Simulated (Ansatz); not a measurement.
Runs of Ansatz 0.2.0 on Sb. The structure is cubic, space group Pm-3m (No. 221). Conventional cell: a = 3.160 Å, b = 3.160 Å, c = 3.160 Å, α = 90.00°, β = 90.00°, γ = 90.00°. Sb (site symmetry m-3m) has 6 Sb at 3.16 Å as nearest neighbours. This isn't the form of Sb at room conditions, which is rhombohedral.

```tsv
task	level	spin	cell	k mesh	smearing	points for each segment of the path	gap on the mesh (eV)	pressure (GPa)	relaxed volume (Å³/atom)
relaxation of cell and atoms	PBEsol	off	relaxed	8 × 8 × 8	fermi-dirac 0.05 eV	-	none	0.0	28.89
band structure	PBEsol	SOC, no magnetisation	as given	6 × 6 × 6	fermi-dirac 0.05 eV	14	none	-4.3	-
band structure	revPBE	off	as given	8 × 8 × 8	fermi-dirac 0.05 eV	14	none	-1.4	-
single point	PBE	off	as given	8 × 8 × 8	gaussian 0.011 eV	-	none	(b)	-
band structure	LDA	off	as given	8 × 8 × 8	fermi-dirac 0.05 eV	14	none	-5.7	-
band structure	RPBE	off	as given	8 × 8 × 8	fermi-dirac 0.05 eV	14	none	-1.0	-
relaxation of cell and atoms	PBE	off	relaxed	8 × 8 × 8	fermi-dirac 0.05 eV	-	none	0.0	30.20
band structure	LDA	SOC, no magnetisation	as given	6 × 6 × 6	fermi-dirac 0.05 eV	14	none	(a)	-
```

Alike in all rows: potentials or basis Ansatz PAW; cutoff (eV) 420.

Q: Estimate the missing entries.

A: (a) -5.3; (b) -2.3.

Caveats: the PAW data sets come from PBE, with cores solved anew for the run's functional, which leaves a small shift of forces and pressure (some runs); spin-orbit coupling is left out, which moves the levels of the heavy elements (some runs); the plane-wave basis is chosen anew once the cell has moved, so the energies of steps on either side of that aren't comparable (some runs).

A k mesh can miss the band edges, and rows without SOC leave out spin-orbit coupling on Sb.

A gap of «none» marks a metal or a gap under the smearing width.
